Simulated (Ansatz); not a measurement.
# Mn (Mn, fcc): the cost of one run

Program: Ansatz 0.2.0. Level of theory: DFT PBE, plane waves (420 eV) with PAW, scalar-relativistic. These are calculated values, not measurements.

### Step 1. The starting structure

Symmetry: Fm-3m, No. 225, cubic system. Conventional cell: a = 3.609 Å, b = 3.609 Å, c = 3.609 Å, α = 90.00°, β = 90.00°, γ = 90.00°. Mn (site symmetry m-3m) has 12 Mn at 2.55 Å as nearest neighbours.

Coordinates:

```
CELL_PARAMETERS angstrom
2.55179 0.00000 0.00000
0.00000 2.55179 0.00000
0.00000 0.00000 3.60878
ATOMIC_POSITIONS crystal
Mn 0.00000 0.00000 0.00000
Mn 0.50000 0.50000 0.50000
```

The atoms start with moments of +3, -3 μB.

### Step 2. Geometry optimisation

input.yaml reads:

```yaml
crystal:
  lattice:
    - [2.5517904449, 0.0, 0.0]
    - [0.0, 2.5517904449, 0.0]
    - [0.0, 0.0, 3.6087766556]
  atoms:
    - { symbol: Mn, position: [0.0, 0.0, 0.0], spin: 3.0 }
    - { symbol: Mn, position: [0.5, 0.5, 0.5], spin: -3.0 }
hamiltonian:
  xc: pbe
  pseudopotentials:
    kind: paw
    azcp:
      Mn: "pseudopotentials/Mn.paw.azcp"
basis:
  ecutwfc: 420
  fft_grid_basis: typed
kpoints:
  mp_grid: { grid: [12, 12, 9], shift: [0, 0, 0] }
magnetization:
  spin_polarized: true
scf:
  occupations: { method: fermi_dirac, width: 0.05 }
relax:
  max_steps: 60
  f_tol: 0.01
  cell: {}
```

Started as:

```bash
$ ansatz run input.yaml --threads 1 --pin off --max-ram 3584MiB --backend cpu --events-out ev --progress --plain --runs-dir out
```

Q: Estimate wall time and peak memory on 1 thread of Intel Xeon Platinum 8259CL at 2.50GHz (Skylake/Cascade Lake), shared host.

About 80 s, with a peak of 0.53 GiB.
